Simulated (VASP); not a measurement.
# CdS (Greenockite) (P6_3mc) in VASP: notebook

The runs below take CdS (Greenockite) through single point, relaxation of cell and atoms, with PBE, PBEsol.

Program: VASP 6.6.1. These are calculated values, not measurements. Logs are shortened: lines on timing, memory, paths and dates and some standing lists are left out, and cuts for length are marked.

**The experiment to reproduce.**

From “Isotope dependence of band-gap energy”, 2008, arxiv:0807.2152, for a bulk crystal of CdS: band gap 2.5809 ± 0.0002 eV.

The results are compared with them further down.

### Step 1. Starting point

The structure is hexagonal, space group P6_3mc (No. 186). The conventional cell has a = 4.197 Å, b = 4.197 Å, c = 6.828 Å, α = 90.00°, β = 90.00°, γ = 120.00°. Cd (site symmetry 3m) has 4 S at 2.57 Å as nearest neighbours. S (site symmetry 3m) has 4 Cd at 2.57 Å as nearest neighbours.

### Step 2. Single point, PBE

Input file INCAR:

```
SYSTEM = CdS
PREC     = Accurate       ! precision mode
ENCUT    = 520            ! plane-wave cutoff, eV
EDIFF    = 1E-6           ! SCF threshold, eV
ISMEAR   = -1             ! smearing method
SIGMA    = 0.02           ! smearing width, eV
LREAL    = .False.        ! projectors in reciprocal space
LASPH    = .True.         ! aspherical terms in the spheres
NELM     = 100            ! most SCF steps
ALGO     = Normal         ! electronic algorithm
ISIF     = 2              ! what is computed and relaxed
LWAVE    = .False.        ! write WAVECAR
LCHARG   = .True.         ! write CHGCAR
GGA      = PE             ! functional
LELF     = .True.         ! ELF
LVHAR    = .True.       
NBANDS   = 26             ! bands
```

Input file KPOINTS:

```
Automatic mesh
0
Gamma
  6 6 4
  0 0 0
```

Input file POSCAR:

```
CdS
1.0
    4.1969590536      0.0000000000      0.0000000000
   -2.0984795268      3.6346731591      0.0000000000
    0.0000000000      0.0000000000      6.8279107376
Cd S
2 2
Direct
    0.3333333333      0.6666666667     -0.0008015501
    0.6666666667      0.3333333333      0.4991984499
    0.3333333333      0.6666666667      0.3758015501
    0.6666666667      0.3333333333      0.8758015501
```

Potentials or basis: VASP PAW PBE potentials, release 64 (Cd, S).

Run with:

```console
$ cat potpaw_PBE.64/Cd/POTCAR potpaw_PBE.64/S/POTCAR > POTCAR
$ mpirun -np 1 vasp_std > vasp.out
```

OUTCAR:

```text
SYSTEM = CdS
   PREC = Accurate
   ENCUT = 520
   EDIFF = 1E-6
   ISMEAR = -1
   LREAL = .False.
   LASPH = .True.
   NELM = 100
   ISIF = 2
   GGA = PE

 ion  position               nearest neighbor table
   1  0.333  0.667  0.999-   4 2.57   4 2.57   4 2.57   3 2.57
   2  0.667  0.333  0.499-   3 2.57   3 2.57   3 2.57   4 2.57
   3  0.333  0.667  0.376-   2 2.57   2 2.57   2 2.57   1 2.57
   4  0.667  0.333  0.876-   1 2.57   1 2.57   1 2.57   2 2.57

  LATTYP: Found a hexagonal cell.
 ALAT       =     4.1969590536
 C/A-ratio  =     1.6268709440

  Lattice vectors:

 A1 = (   4.1969590536,   0.0000000000,   0.0000000000)
 A2 = (  -2.0984795268,   3.6346731591,   0.0000000000)
 A3 = (   0.0000000000,   0.0000000000,   6.8279107376)

Analysis of symmetry for initial positions (statically):
=====================================================================
 Subroutine PRICEL returns:
 Original cell was already a primitive cell.

 Routine SETGRP: Setting up the symmetry group for a
 hexagonal supercell.

 Subroutine GETGRP returns: Found 12 space group operations
 (whereof  6 operations were pure point group operations)
 out of a pool of 24 trial point group operations.

The static configuration has the point symmetry C_3v.
 The point group associated with its full space group is C_6v.

Analysis of symmetry for dynamics (positions and initial velocities):
=====================================================================
 Subroutine PRICEL returns:
 Original cell was already a primitive cell.

 Routine SETGRP: Setting up the symmetry group for a
 hexagonal supercell.

 Subroutine GETGRP returns: Found 12 space group operations
 (whereof  6 operations were pure point group operations)
 out of a pool of 24 trial point group operations.

The dynamic configuration has the point symmetry C_3v.
 The point group associated with its full space group is C_6v.

 Subroutine INISYM returns: Found 12 space group operations
 (whereof  6 operations are pure point group operations),
 and found     1 'primitive' translations

----------------------------------------------------------------------------------------

                                     Primitive cell

  volume of cell :     104.1569

  direct lattice vectors                    reciprocal lattice vectors
     4.196959054  0.000000000  0.000000000     0.238267752  0.137563951  0.000000000
    -2.098479527  3.634673159  0.000000000     0.000000000  0.275127902  0.000000000
     0.000000000  0.000000000  6.827910738     0.000000000  0.000000000  0.146457685

  length of vectors
     4.196959054  4.196959054  6.827910738     0.275127902  0.275127902  0.146457685

  position of ions in fractional coordinates (direct lattice)
     0.333333333  0.666666667  0.999198450
     0.666666667  0.333333333  0.499198450
     0.333333333  0.666666667  0.375801550
     0.666666667  0.333333333  0.875801550

  ion indices of the primitive-cell ions
   primitive index   ion index
                 1           1
                 2           2
                 3           3
                 4           4

----------------------------------------------------------------------------------------

 KPOINTS: Automatic mesh

Automatic generation of k-mesh.
 Grid dimensions read from file:
 generate k-points for:    6    6    4

 Generating k-lattice:

  Cartesian coordinates                     Fractional coordinates (reciprocal lattice)
     0.039711292  0.022927325  0.000000000     0.166666667 -0.000000000  0.000000000
     0.000000000  0.045854650  0.000000000     0.000000000  0.166666667  0.000000000
     0.000000000  0.000000000  0.036614421     0.000000000  0.000000000  0.250000000

  Length of vectors
     0.045854650  0.045854650  0.036614421

  Shift w.r.t. Gamma in fractional coordinates (k-lattice)
     0.000000000  0.000000000  0.000000000

 Subroutine IBZKPT returns following result:
 ===========================================

 Found     21 irreducible k-points:

 Following reciprocal coordinates:
            Coordinates               Weight
  0.000000  0.000000  0.000000      1.000000
  0.166667 -0.000000  0.000000      6.000000
  0.333333  0.000000  0.000000      6.000000
  0.500000 -0.000000  0.000000      3.000000
  0.166667  0.166667  0.000000      6.000000
  0.333333  0.166667  0.000000     12.000000
[... 13 lines left out ...]
  0.333333  0.166667  0.500000     12.000000
  0.333333  0.333333  0.500000      2.000000
   k-points           NKPTS =     21   k-points in BZ     NKDIM =     21   number of bands    NBANDS=     26
   number of dos      NEDOS =    301   number of ions     NIONS =      4
   total plane-waves  NPLWV =  55296
   dimension x,y,z NGX =    32 NGY =   32 NGZ =   54
   dimension x,y,z NGXF=    64 NGYF=   64 NGZF=  108
   ions per type =               2   2
   NGX,Y,Z   is equivalent  to a cutoff of  12.68, 12.68, 13.15 a.u.
   NGXF,Y,Z  is equivalent  to a cutoff of  25.35, 25.35, 26.30 a.u.
 SYSTEM =  CdS
   PREC   = accura    normal or accurate (medium, high low for compatibility)
   ISTART =      0    job   : 0-new  1-cont  2-samecut
   ICHARG =      2    charge: 1-file 2-atom 10-const
   ISPIN  =      1    spin polarized calculation?
   LNONCOLLINEAR =      F non collinear calculations
   LSORBIT =      F    spin-orbit coupling
   LASPH  =      T    aspherical Exc in radial PAW
   ENCUT  =  520.0 eV  38.22 Ry    6.18 a.u.   7.80  7.80 12.70*2*pi/ulx,y,z
   NELM   =    100;   NELMIN=  2; NELMDL= -5     # of ELM steps
   EDIFF  = 0.1E-05   stopping-criterion for ELM
   LREAL  =      F    real-space projection
   EDIFFG = 0.1E-04   stopping-criterion for IOM
   NSW    =      0    number of steps for IOM
   IBRION =     -1    ionic relax: 0-MD 1-quasi-New 2-CG
   NFREE  =      0    steps in history (QN), initial steepest desc. (CG)
   ISIF   =      2    stress and relaxation
   ISYM   =      2    0-nonsym 1-usesym 2-fastsym
   POTIM  = 0.5000    time-step for ionic-motion
   TEBEG  =    0.0;   TEEND  =   0.0 temperature during run
   PSTRESS=    0.0 pullay stress
   NELECT =      36.0000    total number of electrons
   NUPDOWN=      -1.0000    fix difference up-down
   EMIN   =  10.00;   EMAX   =-10.00  energy-range for DOS
   EFERMI =   0.00;   METHOD = LEGACY
   ISMEAR =    -1;   SIGMA  =   0.02  broadening in eV -4-tet -1-fermi 0-gaus
   EFERMI_NEDOS =   21; number of points for ismear=-14 and -15
   IALGO  =     38    algorithm
   IMIX   =      4    mixing-type and parameters
     AMIX     =   0.40;   BMIX     =  1.00
     AMIX_MAG =   1.60;   BMIX_MAG =  1.00
  volume/ion in A,a.u.               =      26.04       175.72
  Fermi-wavevector in a.u.,A,eV,Ry     =   1.148893  2.171093 17.959088  1.319956
  Thomas-Fermi vector in A             =   2.285566
   LORBIT       =      0    0 simple, 1 ext, 2 COOP (PROOUT), +10 PAW based schemes
   GGA     = PE    functional components
   LHFCALC =     F    Hartree Fock is set to
   AEXX    =    0.0000 exact exchange contribution
   IVDW    =     0    specifies the selected vdW correction
   LEPSILON=     F    determine dielectric tensor
   LRPA    =     F    only Hartree local field effects (RPA)
 non-spin polarized calculation
  energy-cutoff  :      520.00
  volume of cell :      104.16
 maximum number of plane-waves:      2838
 NGX is ok and might be reduce to    32
   NGX = 15   NGY = 15   NGZ = 25

 number of electron      36.0000002 magnetization

 Free energy of the ion-electron system (eV)
  ---------------------------------------------------
  ext. energy  EPLUGINS =         0.00000000
  ---------------------------------------------------
  free energy    TOTEN  =       -12.29740890 eV

  energy without entropy =      -12.29740890  energy(sigma->0) =      -12.29740890

 E-fermi :   1.3724     XC(G=0):  -8.9185

 val. band max:        0.9116644109   @ k =   0.0000   0.0000   0.0000
 cond. band min:       2.0244489182   @ k =   0.0000   0.0000   0.0000
 fundamental gap:      1.1127845073
 Fermi energy:         1.3723721669

 k-point     1 :       0.0000    0.0000    0.0000
  band No.  band energies     occupation
      1     -11.1759      2.00000
      2     -10.7882      2.00000
      3      -6.6370      2.00000
      4      -6.6312      2.00000
      5      -6.6312      2.00000
      6      -6.5569      2.00000
[... 18 lines left out ...]
     25       8.4590      0.00000
     26       8.4653      0.00000

 k-point     2 :       0.1667   -0.0000    0.0000
  band No.  band energies     occupation
      1     -11.0904      2.00000
      2     -10.7514      2.00000
      3      -6.6091      2.00000
      4      -6.5979      2.00000
      5      -6.5615      2.00000
      6      -6.5134      2.00000
[... 18 lines left out ...]
     25       8.3721      0.00000
     26       9.0055      0.00000

 k-point     3 :       0.3333    0.0000    0.0000
  band No.  band energies     occupation
      1     -10.9060      2.00000
      2     -10.6899      2.00000
      3      -6.5607      2.00000
      4      -6.5469      2.00000
      5      -6.4331      2.00000
      6      -6.4142      2.00000
[... 18 lines left out ...]
     25       9.2183      0.00000
     26       9.5962      0.00000

 k-point     4 :       0.5000   -0.0000    0.0000
  band No.  band energies     occupation
      1     -10.7971      2.00000
      2     -10.6757      2.00000
      3      -6.5460      2.00000
      4      -6.5313      2.00000
      5      -6.3696      2.00000
      6      -6.3635      2.00000
[... 18 lines left out ...]
     25       9.2496      0.00000
     26      10.8504      0.00000

 k-point     5 :       0.1667    0.1667    0.0000
  band No.  band energies     occupation
      1     -10.9548      2.00000
      2     -10.7031      2.00000
      3      -6.5671      2.00000
      4      -6.5580      2.00000
      5      -6.4586      2.00000
      6      -6.4551      2.00000
[... 18 lines left out ...]
     25       8.9218      0.00000
     26       9.4937      0.00000

 k-point     6 :       0.3333    0.1667    0.0000
  band No.  band energies     occupation
      1     -10.7985      2.00000
      2     -10.6761      2.00000
      3      -6.5577      2.00000
      4      -6.5058      2.00000
      5      -6.3888      2.00000
      6      -6.3775      2.00000
[... 340 lines left out ...]
 k-point    18 :       0.5000   -0.0000    0.5000
  band No.  band energies     occupation
      1     -10.7275      2.00000
      2     -10.7275      2.00000
      3      -6.5159      2.00000
      4      -6.5159      2.00000
      5      -6.4463      2.00000
      6      -6.4463      2.00000
[... 18 lines left out ...]
     25       9.2626      0.00000
     26       9.2626      0.00000

 k-point    19 :       0.1667    0.1667    0.5000
  band No.  band energies     occupation
      1     -10.8216      2.00000
      2     -10.8216      2.00000
      3      -6.5205      2.00000
      4      -6.5205      2.00000
      5      -6.4965      2.00000
      6      -6.4965      2.00000
[... 18 lines left out ...]
     25       8.8652      0.00000
     26       8.8652      0.00000

 k-point    20 :       0.3333    0.1667    0.5000
  band No.  band energies     occupation
      1     -10.7283      2.00000
      2     -10.7283      2.00000
      3      -6.4943      2.00000
      4      -6.4943      2.00000
      5      -6.4544      2.00000
      6      -6.4544      2.00000
[... 18 lines left out ...]
     25       9.3156      0.00000
     26       9.3156      0.00000

 k-point    21 :       0.3333    0.3333    0.5000
  band No.  band energies     occupation
      1     -10.6983      2.00000
      2     -10.6983      2.00000
      3      -6.4674      2.00000
      4      -6.4674      2.00000
      5      -6.4539      2.00000
      6      -6.4539      2.00000
[... 18 lines left out ...]
     25      10.2289      0.00000
     26      10.2293      0.00000

------------------------ aborting loop because EDIFF is reached ----------------------------------------

  FORCE on cell =-STRESS in cart. coord.  units (eV):
  Direction    XX          YY          ZZ          XY          YZ          ZX
  --------------------------------------------------------------------------------------
  -------------------------------------------------------------------------------------
  Total        0.1848243      0.1848243      0.1859088      0.0000000      0.0000000      0.0000000
  in kB        2.8430314      2.8430314      2.8597139      0.0000000      0.0000000      0.0000000
  external PRESSURE =       2.8485923 kB  Pullay stress =       0.0000000 kB

 VOLUME and BASIS-vectors are now :
 -----------------------------------------------------------------------------
  energy-cutoff  :      520.00
  volume of cell :      104.16
      direct lattice vectors                 reciprocal lattice vectors
     4.196959054  0.000000000  0.000000000     0.238267752  0.137563951  0.000000000
    -2.098479527  3.634673159  0.000000000     0.000000000  0.275127902  0.000000000
     0.000000000  0.000000000  6.827910738     0.000000000  0.000000000  0.146457685

 POSITION                                       TOTAL-FORCE (eV/Angst)
 -----------------------------------------------------------------------------------
     -0.00000      2.42312      6.82244         0.000000     -0.000000      0.000359
      2.09848      1.21156      3.40848        -0.000000      0.000000      0.000359
     -0.00000      2.42312      2.56594        -0.000000     -0.000000     -0.000359
      2.09848      1.21156      5.97989         0.000000      0.000000     -0.000359
 -----------------------------------------------------------------------------------
    total drift:                               -0.000000     -0.000000     -0.000955

  FREE ENERGIE OF THE ION-ELECTRON SYSTEM (eV)
  ---------------------------------------------------
  free  energy   TOTEN  =       -12.2974088991 eV

  energy  without entropy=      -12.2974088991  energy(sigma->0) =      -12.29740890
```

Run time: 27 s. Hardware: 1 thread of Intel Xeon 6975P-C (Granite Rapids), shared host; peak memory 0.24 GiB.

What came out:

* Free energy: -12.2974 eV
* Pressure: 0.3 GPa
* Band gap on the k mesh: 1.11 eV, direct

Levels at points of the mesh, in eV from the valence-band top:
```
           k point  band 14  band 15  band 16  band 17  band 18  band 19  band 20  band 21  band 22  band 23
(0.00, 0.00, 0.00)    -0.69    -0.69    -0.04     0.00     0.00     1.11     2.73     6.48     6.48     6.78
(0.50, 0.00, 0.00)    -3.34    -2.45    -1.72    -1.19    -0.69     3.62     3.87     5.12     6.25     7.03
(0.00, 0.00, 0.50)    -2.36    -0.36    -0.36    -0.36    -0.36     2.76     2.76     6.14     6.14     6.82
(0.50, 0.00, 0.50)    -3.91    -1.24    -1.24    -1.23    -1.23     3.45     3.45     5.35     5.35     7.80
```

### Step 3. Relaxation of cell and atoms, PBE

This run uses another cell than the first one, of 25.12 Å³/atom, 0.965 times its volume.

Input file INCAR:

```
SYSTEM = CdS
ALGO = Fast
EDIFF = 1E-6
EDIFFG = -0.005
ENCUT = 600
GGA = PE
IBRION = 2
ISIF = 3
ISMEAR = -1
LASPH = .True.
LCHARG = .False.
LREAL = .False.
LWAVE = .False.
NELM = 100
NSW = 80
PREC = Accurate
SIGMA = 0.02
```

Input file KPOINTS:

```
k-points
0
Gamma
  6 6 4
  0 0 0
```

Input file POSCAR:

```
CdS
1.0
    4.1500000000      0.0000000000      0.0000000000
   -2.0750000000      3.5940054257      0.0000000000
    0.0000000000      0.0000000000      6.7370000000
Cd S
2 2
Direct
    0.3333333333      0.6666666667      0.0000000000
    0.6666666667      0.3333333333      0.5000000000
    0.3333333333      0.6666666667      0.3750000000
    0.6666666667      0.3333333333      0.8750000000
```

Potentials or basis: VASP PAW PBE potentials, release 64 (Cd, S).

Run with:

```console
$ cat potpaw_PBE.64/Cd/POTCAR potpaw_PBE.64/S/POTCAR > POTCAR
$ mpirun -np 1 vasp_std > vasp.out
```

Run time: 3.2 min. Hardware: 1 thread of Intel Xeon 6975P-C (Granite Rapids), shared host; peak memory 0.29 GiB.

The run converged. Its results:

```yaml
Free_energy: -12.2963 eV
Relaxed_volume: 26.18 Å³/atom
Relaxed_cell: a = 4.204 Å, b = 4.204 Å, c = 6.843 Å, α = 90.00°, β = 90.00°, γ = 120.00°
Space_group_after_relaxing_to_0.05_Å: P6_3mc (No. 186)
Energy_gained_by_relaxing: 7.7 meV/atom
Ionic_steps: 13
Pressure_after_relaxing: 0.0 GPa
Largest_force_after_relaxing: 0.003 eV/Å
Band_gap_on_the_k_mesh: 1.10 eV, direct
```

Forces on the atoms (eV/Å):
```
Cd   0.000  0.000 -0.003
Cd   0.000  0.000 -0.003
S    0.000  0.000  0.003
S    0.000  0.000  0.003
```

Step by step:
| step | energy change (eV) | largest force (eV/Å) | pressure (GPa) | volume (Å³) |
| --- | --- | --- | --- | --- |
| 1 | 0.0000 | 0.0687 | 2.39 | 100.48 |
| 2 | -0.0279 | 0.0023 | -0.69 | 106.02 |
| 3 | -0.0308 | 0.0151 | -0.06 | 104.66 |
| 4 | -0.0308 | 0.0162 | 0.00 | 104.57 |
| 5 | -0.0308 | 0.0069 | 0.05 | 104.56 |
| 6 | -0.0308 | 0.0032 | 0.05 | 104.55 |
| 7 | -0.0308 | 0.0008 | 0.03 | 104.63 |
| 8 | -0.0308 | 0.0023 | -0.01 | 104.70 |
| 9 | -0.0308 | 0.0006 | -0.02 | 104.67 |
| 10 | -0.0308 | 0.0015 | 0.00 | 104.65 |
| 11 | -0.0309 | 0.0006 | 0.00 | 104.68 |
| 12 | -0.0309 | 0.0025 | -0.03 | 104.72 |
| 13 | -0.0309 | 0.0030 | -0.03 | 104.71 |

Final structure:
```
Cd S
1.0
     4.20353    0.00000    0.00000
    -2.10176    3.64036    0.00000
     0.00000    0.00000    6.84293
Cd S
2 2
Cartesian
  0.0000 2.4269 6.8382
  2.1018 1.2135 3.4168
  0.0000 2.4269 2.5708
  2.1018 1.2135 5.9923
```

Levels at points of the mesh, in eV from the valence-band top:
```csv
k point,band 16,band 17,band 18,band 19,band 20,band 21
"(0.00, 0.00, 0.00)",-0.04,0.00,0.00,1.10,2.73,6.48
"(0.50, 0.00, 0.00)",-1.71,-1.18,-0.69,3.61,3.87,5.12
"(0.00, 0.00, 0.50)",-0.36,-0.36,-0.36,2.74,2.74,6.13
"(0.50, 0.00, 0.50)",-1.22,-1.22,-1.22,3.45,3.45,5.35
```

(Part 1 of 2 ends here.)
